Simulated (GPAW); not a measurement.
The system is WS2 (Tungstenite).

```xyz
6
Lattice="3.1800 0.0000 0.0000 -1.5900 2.7540 0.0000 0.0000 0.0000 12.5000" Properties=species:S:1:pos:R:3 pbc="T T T"
W     1.5900    0.9180    9.3750
W     0.0000    1.8360    3.1250
S     1.5900    0.9180    4.6875
S     0.0000    1.8360   10.9375
S     1.5900    0.9180    1.5625
S     0.0000    1.8360    7.8125
```

Base run:

```yaml
Program: GPAW 26.7.0
Functional: PBE
Potentials_or_basis: GPAW PAW data sets (gpaw-data 1.2.1)
Cutoff: 600 eV
Basis: pw
k_mesh: 10 × 10 × 3
Occupations: fermi-dirac, width 0.05 eV
Spin: no spin polarisation
```

Its results: band gap on the k mesh 1.12 eV, indirect (least direct gap 2.08 eV); pressure 2.3 GPa; largest force 0.146 eV/Å.

**Question.** After a change of settings the same cell gave: band gap on the k mesh 1.00 eV, indirect (least direct gap 1.52 eV); pressure 2.3 GPa; largest force 0.152 eV/Å. Which change was it?
A. k mesh from 10 × 10 × 3 to 6 × 6 × 2; spin from no spin polarisation to spin-orbit coupling, no magnetisation
B. functional from PBE to PBEsol; potentials or basis from GPAW PAW data sets (gpaw-data 1.2.1) to PAW data sets generated in the run's folder for this functional
C. k mesh from 10 × 10 × 3 to 6 × 6 × 2; hubbard terms from none to W d U = 6 eV

**Answer.** A.

Caveats: this functional lacks dispersion, which binds the layers, so the pressure and a relaxed spacing across them are unreliable; spin-orbit coupling is left out, which moves the levels of the heavy elements (some runs); an odd mesh through Γ misses points on the zone boundary, where band edges often lie (some runs); spin-orbit coupling was added after a scalar SCF, so levels and gaps hold it while energy, forces, pressure and moments don't (some runs); this program's spin-orbit splittings come out too wide for heavy elements (some runs).

Not every run made on this cell is shown here.
